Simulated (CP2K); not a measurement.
GaN:

```
Ga N
1.0
     3.18693    0.00000    0.00000
     1.59347    2.75996    0.00000
     1.59347    0.91999    2.60212
Ga N
1 1
Direct
  0.00000 0.00000 0.00000
  0.25000 0.25000 0.25000
```

The cell is a database's computed one.

Base run:

```yaml
Program: CP2K 2026.2
Functional: BEEF-vdW
Potentials_or_basis: POTENTIAL_UZH Ga GTH-PBE-q13, N GTH-PBE-q5; TZVP-MOLOPT-PBE-GTH basis
Density_cutoff: 9184 eV
k_mesh: 10 × 10 × 10
Occupations: fermi-dirac, width 0.05 eV
Spin: no spin polarisation
```

Its results: band gap on the k mesh 1.84 eV, direct; pressure 8.3 GPa.

Problem. The run is repeated on the same cell with these changes: functional from BEEF-vdW to M06-L. What comes out?

Solution. Band gap on the k mesh 1.84 eV, direct; pressure 6.4 GPa.

Caveats: the potentials were made for another functional, which shifts forces and pressure; the basis of atomic orbitals isn't converged, which shifts pressures, moduli and gaps.

